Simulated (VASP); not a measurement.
The system is AlP.

```
CELL_PARAMETERS angstrom
3.86997 0.00000 0.00000
0.00000 5.47297 0.00000
0.00000 0.00000 3.86997
ATOMIC_POSITIONS crystal
Al 0.00000 0.00000 0.00000
Al 0.50000 0.50000 0.50000
P 0.00000 0.25000 0.50000
P 0.50000 0.75000 0.00000
```

The cell was built by a generator and isn't the measured one.

```yaml
Program: VASP 6.6.1
Task: relaxation of cell and atoms
Functional: PBE
Potentials_or_basis: VASP PAW PBE potentials, release 64 (Al, P)
Cutoff: 600 eV
k_mesh: 6 × 5 × 6
Occupations: gaussian, width 0.02 eV
Spin: no spin polarisation
```

At the start: pressure 1.6 GPa; volume 20.49 Å³/atom.

Question: How do energy, volume and symmetry change on relaxing?

Answer: Over 6 steps the energy falls by 9.8 meV/atom and the volume is 20.87 Å³/atom (+1.8 %); space group Imm2 (No. 44, to 0.05 Å).

Step by step:
```csv
step,energy change (eV),largest force (eV/Å),pressure (GPa),volume (Å³)
1,0.0000,0.0000,1.55,81.97
2,-0.0215,0.0000,0.65,82.77
3,-0.0222,0.0000,0.62,82.80
4,-0.0258,0.0000,0.48,82.94
5,-0.0365,0.0000,0.07,83.36
6,-0.0392,0.0000,-0.02,83.47
```

Final structure:
```
Al P
1.0
     3.86997    0.00000    0.00000
     0.00000    5.47297    0.00000
     0.00000    0.00000    3.94080
Al P
2 2
Cartesian
  0.0000 5.4730 0.0000
  1.9350 2.7365 1.9704
  3.8700 1.3682 1.9704
  1.9350 4.1047 3.9408
```

Caveat: the real-space grid breaks the cell's symmetry a little.
